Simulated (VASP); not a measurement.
Calculation: RPBE GGA, VASP's PBE PAW potentials (set 64) (plane waves; VASP 6.6.1).

A VASP calculation is set up with these files.

INCAR:
```
# general
SYSTEM   =  CsBr
PREC     =  Accurate
ENCUT    =  520
LREAL    =  F
LASPH    =  T

# electronic loop
EDIFF    =  1E-6
NELM     =  100
ALGO     =  Normal
LMAXMIX  =  4

# smearing
ISMEAR   =  0
SIGMA    =  0.05

# functional
GGA      =  RP

# ions
IBRION   =  2
NSW      =  60
ISIF     =  3
EDIFFG   =  -0.01

# output
LWAVE    =  F
LCHARG   =  F
```

File KPOINTS:
```
K-points
0
Gamma
  5 5 5
0 0 0
```

File POSCAR:
```
CsBr
1
    4.5746554945     0.0000000000    -0.0000000000
    0.0000000000     4.5746554945     0.0000000000
    0.0000000000     0.0000000000     4.5746554945
Cs Br
1 1
Direct
  0.0000000000   0.0000000000   0.0000000000
  0.5000000000   0.5000000000   0.5000000000
```

POTCAR, in this order: Cs_sv Br (PBE.64 set). Program: vasp_std.

Output of the run:

### OUTCAR
```
 ion  position               nearest neighbor table
   1  0.000  0.000  0.000-
   2  0.500  0.500  0.500-
  LATTYP: Found a simple cubic cell.
 ALAT       =     4.5746554945
 Subroutine PRICEL returns:
 Original cell was already a primitive cell.
 Subroutine GETGRP returns: Found 48 space group operations
The static configuration has the point symmetry O_h .
The dynamic configuration has the point symmetry O_h .
 Subroutine INISYM returns: Found 48 space group operations
 Subroutine IBZKPT returns following result:
 Found     10 irreducible k-points:

 Following reciprocal coordinates:
            Coordinates               Weight
  0.000000  0.000000  0.000000      1.000000
  0.200000  0.000000  0.000000      6.000000
  0.400000  0.000000  0.000000      6.000000
  0.200000  0.200000  0.000000     12.000000
  0.400000  0.200000  0.000000     24.000000
  0.400000  0.400000  0.000000     12.000000
  0.200000  0.200000  0.200000      8.000000
  0.400000  0.200000  0.200000     24.000000
  0.400000  0.400000  0.200000     24.000000
  0.400000  0.400000  0.400000      8.000000
   k-points           NKPTS =     10   k-points in BZ     NKDIM =     10   number of bands    NBANDS=     12
   number of dos      NEDOS =    301   number of ions     NIONS =      2
   total plane-waves  NPLWV =  46656
   dimension x,y,z NGX =    36 NGY =   36 NGZ =   36
   dimension x,y,z NGXF=    72 NGYF=   72 NGZF=   72
   ions per type =               1   1
   PREC   = accura    normal or accurate (medium, high low for compatibility)
   ISTART =      0    job   : 0-new  1-cont  2-samecut
   ICHARG =      2    charge: 1-file 2-atom 10-const
   ISPIN  =      1    spin polarized calculation?
   LNONCOLLINEAR =      F non collinear calculations
   LSORBIT =      F    spin-orbit coupling
   INIWAV =      1    electr: 0-lowe 1-rand  2-diag
   ENCUT  =  520.0 eV  38.22 Ry    6.18 a.u.   8.51  8.51  8.51*2*pi/ulx,y,z
...
```

**OSZICAR**
```
       N       E                     dE             d eps       ncg     rms          rms(c)
DAV:   1     0.102083235218E+03    0.10208E+03   -0.64087E+03   240   0.110E+03
DAV:   2     0.223482700553E+01   -0.99848E+02   -0.94799E+02   376   0.179E+02
DAV:   3    -0.588078192911E+01   -0.81156E+01   -0.80952E+01   296   0.588E+01
DAV:   4    -0.597119069993E+01   -0.90409E-01   -0.90366E-01   284   0.750E+00
DAV:   5    -0.597201661544E+01   -0.82592E-03   -0.82578E-03   300   0.690E-01    0.202E+00
DAV:   6    -0.568619884128E+01    0.28582E+00   -0.42575E-01   276   0.316E+00    0.129E+00
DAV:   7    -0.564390926055E+01    0.42290E-01   -0.25035E-01   288   0.254E+00    0.704E-01
DAV:   8    -0.565510847206E+01   -0.11199E-01   -0.25799E-02   256   0.124E+00    0.136E-01
DAV:   9    -0.565640507916E+01   -0.12966E-02   -0.42701E-03   292   0.441E-01    0.104E-01
DAV:  10    -0.565674566350E+01   -0.34058E-03   -0.49905E-04   276   0.219E-01    0.146E-02
DAV:  11    -0.565675929132E+01   -0.13628E-04   -0.46227E-05   296   0.476E-02    0.737E-03
DAV:  12    -0.565676393751E+01   -0.46462E-05   -0.18421E-05   276   0.357E-02    0.205E-03
DAV:  13    -0.565676399882E+01   -0.61311E-07   -0.23384E-07   208   0.439E-03
   1 F= -.56567640E+01 E0= -.56567640E+01  d E =-.565676E+01
       N       E                     dE             d eps       ncg     rms          rms(c)
DAV:   1    -0.565699909792E+01   -0.23516E-03   -0.39893E-03   240   0.398E-01    0.656E-02
DAV:   2    -0.565683180030E+01    0.16730E-03   -0.25125E-04   252   0.915E-02    0.264E-02
DAV:   3    -0.565679289304E+01    0.38907E-04   -0.11860E-04   248   0.631E-02    0.102E-02
DAV:   4    -0.565679028779E+01    0.26053E-05   -0.44417E-06   284   0.137E-02    0.296E-03
DAV:   5    -0.565679012316E+01    0.16463E-06   -0.30388E-07   156   0.390E-03
   2 F= -.56567901E+01 E0= -.56567901E+01  d E =-.261243E-04
```

File OUTCAR:
```
------------------------ aborting loop because EDIFF is reached ----------------------------------------
  FORCE on cell =-STRESS in cart. coord.  units (eV):
  Direction    XX          YY          ZZ          XY          YZ          ZX
  --------------------------------------------------------------------------------------
  Total        0.0133796      0.0133796      0.0133796     -0.0000000      0.0000000     -0.0000000
  in kB        0.2235823      0.2235823      0.2235823     -0.0000000      0.0000000     -0.0000000
  external PRESSURE =       0.2235823 kB  Pullay stress =       0.0000000 kB
  volume of cell :       95.88
      direct lattice vectors                 reciprocal lattice vectors
     4.576904595 -0.000000000 -0.000000000     0.218488277  0.000000000 -0.000000000
    -0.000000000  4.576904595 -0.000000000     0.000000000  0.218488277  0.000000000
     0.000000000 -0.000000000  4.576904595     0.000000000  0.000000000  0.218488277
 POSITION                                       TOTAL-FORCE (eV/Angst)
 -----------------------------------------------------------------------------------
      0.00000      0.00000      0.00000         0.000000      0.000000      0.000000
      2.28845      2.28845      2.28845        -0.000000     -0.000000      0.000000
 -----------------------------------------------------------------------------------
    total drift:                                0.000000      0.000000      0.000000
  FREE ENERGIE OF THE ION-ELECTRON SYSTEM (eV)
  ---------------------------------------------------
  free  energy   TOTEN  =        -5.6567901232 eV

  energy  without entropy=       -5.6567901232  energy(sigma->0) =       -5.65679012

 reached required accuracy - stopping structural energy minimisation
```
(Selected blocks of OUTCAR.)

File CONTCAR:
```
CsBr
   1.00000000000000
     4.5769045950284832   -0.0000000000000000   -0.0000000000000000
    -0.0000000000000000    4.5769045950284832   -0.0000000000000000
     0.0000000000000000   -0.0000000000000000    4.5769045950284832
  Cs              Br
     1     1
Direct
     0.0000000000000000    0.0000000000000000    0.0000000000000000
     0.5000000000000000    0.5000000000000000    0.5000000000000000
```

### OUTCAR
```
 val. band max:       -1.0081808912   @ k =   0.4000   0.4000   0.0000

 cond. band min:       3.1533940581   @ k =   0.0000   0.0000   0.0000


 Fermi energy:        -0.7291089443

 k-point     1 :       0.0000    0.0000    0.0000
  band No.  band energies     occupation
      1     -21.1949      2.00000
      2     -13.1196      2.00000
      3      -7.8688      2.00000
      4      -7.8688      2.00000
      5      -7.8688      2.00000
      6      -1.0300      2.00000
      7      -1.0300      2.00000
      8      -1.0300      2.00000
      9       3.1534      0.00000
     10       4.2101      0.00000
     11       4.2101      0.00000
     12       7.5039      0.00000

 k-point     2 :       0.2000    0.0000    0.0000
  band No.  band energies     occupation
      1     -21.1876      2.00000
      2     -13.1169      2.00000
      3      -7.9550      2.00000
      4      -7.8531      2.00000
      5      -7.8531      2.00000
      6      -1.3868      2.00000
      7      -1.0587      2.00000
      8      -1.0587      2.00000
      9       3.8532      0.00000
     10       4.4106      0.00000
     11       4.8160      0.00000
     12       7.3416      0.00000

 k-point     3 :       0.4000    0.0000    0.0000
  band No.  band energies     occupation
      1     -21.1757      2.00000
      2     -13.1130      2.00000
      3      -8.0863      2.00000
      4      -7.8275      2.00000
      5      -7.8275      2.00000
      6      -1.8483      2.00000
      7      -1.1070      2.00000
      8      -1.1070      2.00000
      9       4.8585      0.00000
     10       5.2185      0.00000
     11       5.8800      0.00000
     12       7.2008      0.00000

 k-point     4 :       0.2000    0.2000    0.0000
  band No.  band energies     occupation
      1     -21.1805      2.00000
      2     -13.1086      2.00000
      3      -7.9772      2.00000
      4      -7.9283      2.00000
      5      -7.8390      2.00000
      6      -1.4478      2.00000
...
```

Unless said otherwise, spin-orbit coupling is left out, though it shifts the bands of the heavy elements here.

The compound is CsBr in the CsCl type structure. This run relaxes it. Symmetry was kept, so distortions that lower it aren't found. The start is the result of an earlier pass.
